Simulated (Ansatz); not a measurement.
# Al2Cu: zone-centre modes

The calculation used Ansatz 0.2.0, DFT r2SCAN, scalar-relativistic, plane waves, PAW. The runs took a 500 eV cutoff, a Γ-centred 16×16×16 mesh and Gaussian smearing (0.15 eV). No spin polarisation.

Zero of the scan (relaxed at this level; it needn't be the usual structure):

```
Al Cu
1.0
    -2.02736    2.02736    2.86699
     2.02736   -2.02736    2.86699
     2.02736    2.02736   -2.86699
Al Cu
2 1
Direct
  0.75000 0.25000 0.50000
  0.25000 0.75000 0.50000
  0.50000 0.50000 0.00000
```

Harmonic modes by finite displacements of 0.02 Å, without the LO–TO term.

Task: At this geometry, is the structure stable against these modes?

Result: Yes: no mode is imaginary beyond 10 cm⁻¹, and only the three translations lie near zero.

Task: List the wavenumbers in cm⁻¹.

Result: 0, 0, 0, 269, 269, 269, 291, 291, 291.

Cost: 1 run of about 5.6 core-minutes, on Intel Xeon Platinum 8375C (Ice Lake) (shared hosts).